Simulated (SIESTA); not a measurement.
**RbBr under changes of volume**

One of the cells (40.248 Å³/atom); the others are scaled copies at fixed shape and fractional positions:

```
Rb Br
1.0
     0.00000    3.42700    3.42700
     3.42700    0.00000    3.42700
     3.42700    3.42700    0.00000
Rb Br
1 1
Direct
  0.00000 0.00000 0.00000
  0.50000 0.50000 0.50000
```

| Property | Result |
| --- | --- |
| Program | SIESTA 5.4.2 |
| Functional | LDA |
| Potentials or basis | PseudoDojo 0.4 standard (LDA files) |
| Basis | DZP (energy shift 0.003 Ry; two zetas on semicore shells; d shell added on Rb) |
| Grid cutoff | 500 Ry |
| Energy shift | 0.003 Ry |
| k mesh | 7 × 7 × 7 |
| Occupations | fermi-dirac, width 0.05 eV |
| Spin | no spin polarisation |

```csv
volume (Å³/atom),energy over the lowest point (meV/atom),pressure (GPa),gap on the mesh (eV)
37.833,0.00,-0.3,4.20
38.638,2.32,-0.6,4.15
39.443,6.35,-0.9,4.09
40.248,11.75,-1.2,4.04
41.053,?,?,?
41.858,26.26,-1.7,3.94
42.663,35.02,-1.8,3.90
```

Task: What does the run at 41.053 Å³/atom give?

Result: Energy over the lowest point 18.42 meV/atom; pressure -1.5 GPa; gap on the mesh 3.99 eV.

Worked out: A Birch-Murnaghan fit of order 3 (a polynomial in V^(-2/3)) to the other rows has its minimum at 37.25 Å³/atom, just outside them, with B0 = V·E''(V) = 19.1 GPa and B' = 5.1. It gives 18.46 meV/atom at 41.053 Å³/atom, against the run's 18.42, and -dE/dV = -1.4 GPa, against -1.5. A straight line through the other rows of the gap, of slope -2.53 eV per unit of ln V (its deformation potential), gives 3.99 eV, against the run's 3.99.

Energies are extrapolated to zero smearing.

Caveats: the basis of atomic orbitals isn't converged, which shifts pressures, moduli and gaps; an odd mesh through Γ misses points on the zone boundary, where band edges often lie (some runs).

Spin-orbit coupling on Br, Rb is left out.
